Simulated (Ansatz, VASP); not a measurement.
**WS2 in VASP and in Ansatz**

Contents of INCAR:

```
SYSTEM = WS2
ALGO = Normal ; EDIFF = 1E-6
ENCUT = 520 ; GGA = PS
ISIF = 2 ; ISMEAR = 0
ISPIN = 2 ; LASPH = .True.
LCHARG = .False. ; LMAXMIX = 4
LORBIT = 11 ; LREAL = .False.
LWAVE = .False. ; MAGMOM = 2 0 0
NBANDS = 24 ; NELM = 150
PREC = Accurate ; SIGMA = 0.05
```

Contents of KPOINTS:

```
k-points
0
Gamma
  7 7 7
  0 0 0
```

The input POSCAR:

```
WS2
1.0
    1.5790001700      0.9116361700      6.1633291500
   -1.5790001700      0.9116361700      6.1633291500
    0.0000000000     -1.8232723400      6.1633291500
W S
1 2
Direct
    0.0000000000      0.0000000000      0.0000000000
    0.7503000000      0.7503000000      0.7503000000
    0.5810000000      0.5810000000      0.5810000000
```

Input for Ansatz:

```yaml
crystal:
  lattice:
    - [1.57900017, 0.91163617, 6.16332915]
    - [-1.57900017, 0.91163617, 6.16332915]
    - [0.0, -1.82327234, 6.16332915]
  atoms:
    - { symbol: W, position: [0.0, 0.0, 0.0], spin: 2.0 }
    - { symbol: S, position: [0.7503, 0.7503, 0.7503] }
    - { symbol: S, position: [0.581, 0.581, 0.581] }
basis:
  ecutwfc: 420
  ecutrho_ratio: 4
kpoints:
  mp_grid: { grid: [7, 7, 7] }
hamiltonian:
  xc: pbesol
scf:
  occupations: { method: gaussian, width: 0.05 }
  lower_state_search: "off"
  max_iter: 150
output:
  forces: true
  stress: true
  eigenvalues: true
  populations: true
  hubbard: { sites: [{ site: 0, l: d }] }
magnetization:
  spin_polarized: true
```

Alike in both runs: task single point; functional PBEsol; k mesh 7 × 7 × 7; occupations gaussian, width 0.05 eV; collinear spin.

|  | VASP | Ansatz |
| --- | --- | --- |
| version | VASP 6.6.1 | Ansatz 0.2.0 |
| potentials or method | VASP PAW PBE potentials, release 64 (W_sv, S) | scalar-relativistic, plane waves, PAW |
| plane-wave cutoff (eV) | 520 | 420 |
| valence electrons in the cell | 26 | 26 |

|  | VASP | Ansatz | Ansatz less VASP |
| --- | --- | --- | --- |
| gap on the k mesh at the Fermi level (eV) | 1.11 | 1.09 | -0.017 |
| least direct gap on the mesh (eV) | 2.32 | 2.30 | -0.016 |
| pressure (GPa) | -0.5 | -0.6 | -0.12 |
| largest component of the traceless stress (GPa) | 0.70 | 0.68 | -0.026 |
| rms of the force components (eV/Å) | 0.247 | 0.247 | +0.0003 |
| net moment per atom (μB) | 0.00 | 0.00 | 0.000 |

Atom by atom the forces differ by 0.010 eV/Å (rms over components). The functional is the same, so the differences come from potentials, cutoffs and numerics. Ansatz warned: «seeded_moment_not_kept».

Caveats: the PAW data sets were made with another functional, which shifts forces and pressure a little (VASP); spin-orbit coupling is left out, which moves the levels of the heavy elements; an odd mesh through Γ misses points on the zone boundary, where band edges often lie. Expect the measured gap to be larger: semilocal functionals such as PBEsol lack the derivative discontinuity.
